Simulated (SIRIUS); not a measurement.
Runs of SIRIUS 7.10.0 on C. The typed cell holds 4 atoms: a = 2.125 Å, b = 2.699 Å, c = 6.347 Å, α = 91.31°, β = 95.27°, γ = 105.23°. 

```csv
level,gap on the mesh (eV),pressure (GPa),largest force (eV/Å)
PBEsol,0.14,15.3,(b)
OPBE,0.13,6.8,3.43
AM05,0.14,15.3,3.91
LDA,0.13,14.4,4.01
EV93PW91,0.21,(a),3.28
RPBE,0.16,19.7,(d)
BLYP,0.16,24.7,3.54
PW91,0.15,18.2,(c)
```

Alike in all rows: task single point; potentials or basis PseudoDojo 0.4.1 PBE standard (scalar relativistic); no spin polarisation; cell as given; k mesh 7 × 5 × 2; cutoff (eV) 1127; smearing fermi-dirac 0.05 eV; the mesh is coarse, so values aren't converged.

Question: Estimate the missing entries.

Answer: (a) 25.8; (b) 3.92; (c) 3.68; (d) 3.61.

Caveats: all runs use coarse meshes; the potentials were made for another functional, which shifts forces and pressure; an odd mesh through Γ misses points on the zone boundary, where band edges often lie; the potentials were made for a functional far from this one (some runs).
